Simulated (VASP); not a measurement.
Set up this calculation in VASP 6.6.1, as the native input.

| Property | Result |
| --- | --- |
| Task | relaxation of cell and atoms |
| Functional | PBE |
| Potentials or basis | VASP PAW PBE potentials, release 64 (B, P) |
| Cutoff | 600 eV |
| k mesh | 10 × 10 × 10 |
| Occupations | gaussian, width 0.03 eV |
| Spin | no spin polarisation |
| Further INCAR settings | ALGO = Normal; EDIFF = 1e-07; IBRION = 2; EDIFFG = -0.005; NSW = 90; ISIF = 3 |

The structure of BP lies in POSCAR:

```
BP                                      
1.0
   -0.0000000000      2.2731332140      2.2731332140
    2.2731332140      0.0000000000      2.2731332140
    2.2731332140      2.2731332140     -0.0000000000
  B               P             
     1     1
Direct
     0.0000000000000000    0.0000000000000000    0.0000000000000000
     0.2500000000000000    0.2500000000000000    0.2500000000000000
```

These files were run (other wordings do the same):

INCAR

```
PREC = Accurate
ENCUT = 600
EDIFF = 1E-7
ISMEAR = 0
SIGMA = 0.03
LREAL = F
LASPH = T
NELM = 80
ALGO = Normal
ISIF = 3
LWAVE = F
LCHARG = F
GGA = PE
IBRION = 2
NSW = 90
EDIFFG = -0.005
```

KPOINTS

```
Automatic mesh
0
Gamma
  10 10 10
```

Potentials or basis: VASP PAW PBE potentials, release 64 (B, P).

Launch:

```console
$ cat potpaw_PBE.64/B/POTCAR potpaw_PBE.64/P/POTCAR > POTCAR
$ mpirun -np 1 vasp_std > vasp.out
```

It gave:

The pressure after relaxing is 0.0 GPa and the band gap on the k mesh is 1.25 eV, indirect (least direct gap 3.39 eV).

Caveat: the relaxation stopped at its first step, so nothing moved.

Run time: 5.7 s on 1 thread of Intel(R) Xeon(R) 6975P-C (Granite Rapids), with other jobs on the host, peak memory 0.15 GiB.
